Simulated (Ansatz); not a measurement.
# CoO (Fm-3m): energies of magnetic orders

The task here is to estimate one member of a computed series from the others.

Program: Ansatz 0.2.0. Level of theory: DFT PBE, scalar-relativistic, plane waves, PAW. These are calculated values, not measurements.

## Starting point

Symmetry: Fm-3m, No. 225, cubic system. The conventional cell has a = 4.249 Å, b = 4.249 Å, c = 4.249 Å, α = 90.00°, β = 90.00°, γ = 90.00°. Co (site symmetry m-3m) has 6 O at 2.12 Å in its first shell of neighbours. O (site symmetry m-3m) is surrounded by 6 Co at 2.12 Å.

Coordinates:

```cif
data_structure
_symmetry_space_group_name_H-M 'P 1'
_symmetry_Int_Tables_number 1
_cell_length_a 3.0045
_cell_length_b 3.0045
_cell_length_c 3.0045
_cell_angle_alpha 60.000
_cell_angle_beta 60.000
_cell_angle_gamma 60.000
_cell_volume 19.18
loop_
_atom_site_label
_atom_site_type_symbol
_atom_site_fract_x
_atom_site_fract_y
_atom_site_fract_z
_atom_site_occupancy
Co1 Co 0.00000 0.00000 0.00000 1
O1 O 0.50000 0.50000 0.50000 1
```

An earlier run at PBE left this cell at 9.589 Å³/atom and 0.00 GPa (14×14×14 mesh).

Set-up of the first run:

Contents of input.yaml:

```yaml
crystal:
  lattice:
    - [-2.1245315473, -2.1245315473, 4.2490630946]
    - [-4.2490630946, -2.1245315473, 2.1245315473]
    - [-2.1245315473, -4.2490630946, 2.1245315473]
  atoms:
    - { symbol: Co, position: [0.0, 0.0, 0.0], spin: 3.0 }
    - { symbol: O, position: [1.25, -0.75, -0.75] }
    - { symbol: Co, position: [0.5, 0.5, 0.5], spin: 3.0 }
    - { symbol: O, position: [1.75, -0.25, -0.25] }
basis:
  ecutwfc: 420
  ecutrho_ratio: 4
kpoints:
  mp_grid: { grid: [10, 10, 10] }
hamiltonian:
  xc: pbe
scf:
  occupations: { method: gaussian, width: 0.05 }
  lower_state_search: "off"
output:
  forces: true
  stress: true
  eigenvalues: true
  populations: true
magnetization:
  spin_polarized: true
```

Command:

```bash
$ ansatz run input.yaml --threads 1 --pin off --max-ram 2560MiB --backend cpu --events-out ev --progress --plain --runs-dir out
```

Among the steps run: Ferromagnetic, larger cell; Antiferromagnetic, propagation vector (1/2, 1/2, -1/2); Antiferromagnetic, propagation vector (1, 0, 0); No spin polarisation.

One of the session's tables, all rows but one given; the rest of the session is left out.

| order | above the lowest (meV/atom) | largest moment (μB) | pressure (GPa) |
| --- | --- | --- | --- |
| ferromagnetic | ? | ? | ? |
| antiferromagnetic, propagation vector (1/2, 1/2, -1/2) | 0.0 | 2.38 | -2.4 |
| antiferromagnetic, propagation vector (1, 0, 0) | 100.1 | 2.23 | -2.6 |
| no spin polarisation | 309.9 | 0.00 | -18.6 |

Estimate the missing values for ferromagnetic.

The run gave: above the lowest (meV/atom): 71.9; largest moment (μB): 2.51; pressure (GPa): 0.0. In the column «above the lowest (meV/atom)» it lies between antiferromagnetic, propagation vector (1/2, 1/2, -1/2) (0.0) and antiferromagnetic, propagation vector (1, 0, 0) (100.1).

The first row is the run of the earlier session that started with parallel moments (-2846.0500 eV/atom).

Caveats from the session: Only these orders were tried, at zero temperature; the one found in experiment may not be among them.
